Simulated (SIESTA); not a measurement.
Crystal: Sb2Pt (Geversite).

```
CELL_PARAMETERS angstrom
6.44230 0.00000 0.00000
0.00000 6.44230 0.00000
0.00000 0.00000 6.44230
ATOMIC_POSITIONS crystal
Pt 0.00000 0.50000 0.50000
Pt 0.50000 0.50000 0.00000
Pt 0.50000 0.00000 0.50000
Pt 0.00000 0.00000 0.00000
Sb 0.37530 0.12470 0.87530
Sb 0.12470 0.87530 0.37530
Sb 0.87530 0.37530 0.12470
Sb 0.62470 0.62470 0.62470
Sb 0.62470 0.87530 0.12470
Sb 0.87530 0.12470 0.62470
Sb 0.12470 0.62470 0.87530
Sb 0.37530 0.37530 0.37530
```

- Program: SIESTA 5.4.2
- Task: single point
- Functional: PBEsol
- Potentials or basis: PseudoDojo 0.4 standard (PBEsol files)
- Basis: DZP (energy shift 0.003 Ry; two zetas on semicore shells)
- Grid cutoff: 800 Ry
- Energy shift: 0.003 Ry
- k mesh: 4 × 4 × 4
- Occupations: fermi-dirac, width 0.05 eV
- Spin: no spin polarisation

On this cell: pressure 4.2 GPa; largest force 0.195 eV/Å; band gap on the k mesh none (metal or under the smearing width).

The same run follows on a disturbed copy (atoms moved at random, drawn with an rms of 0.05 Å):

```
Pt Sb
1.0
     6.44230    0.00000    0.00000
     0.00000    6.44230    0.00000
     0.00000    0.00000    6.44230
Pt Sb
4 8
Cartesian
  0.0076 3.2242 3.2237
  3.2504 3.1807 0.0030
  3.2210 -0.0349 3.1833
  -0.0381 0.0066 -0.0138
  2.4213 0.7812 5.6141
  0.8063 5.6477 2.4798
  5.6646 2.4076 0.7631
  3.9949 4.0479 4.0506
  4.0661 5.6797 0.7815
  5.6881 0.8181 4.0138
  0.7719 4.0422 5.6599
  2.4801 2.4479 2.4159
```

**Question.** What changes?

**Answer.** The energy (extrapolated to zero smearing) moves by +20.3 meV/atom; pressure 4.6 GPa; largest force 1.132 eV/Å; band gap on the k mesh none (metal or under the smearing width).

Forces in eV/Å, atoms in the order of the input:
```
Pt  -0.011  0.051 -0.129
Pt  -0.366  0.666 -0.167
Pt   0.400  0.754  0.379
Pt   1.037 -0.069  0.256
Sb  -0.207  0.224 -0.078
Sb   0.089 -0.395 -1.057
Sb  -0.261  0.026  0.820
Sb   0.721 -0.129  0.048
Sb  -0.620 -0.871  0.235
Sb  -0.925  0.267  0.104
Sb   0.758  0.013 -0.347
Sb  -0.613 -0.536 -0.061
```

Stress tensor (GPa, compression positive):
```
 4.31  0.29 -0.83
 0.29  5.02 -0.20
-0.83 -0.20  4.59
```

Caveats: short orbitals over semicore shells can move pressures by several GPa; the basis of atomic orbitals isn't converged, which shifts pressures, moduli and gaps.
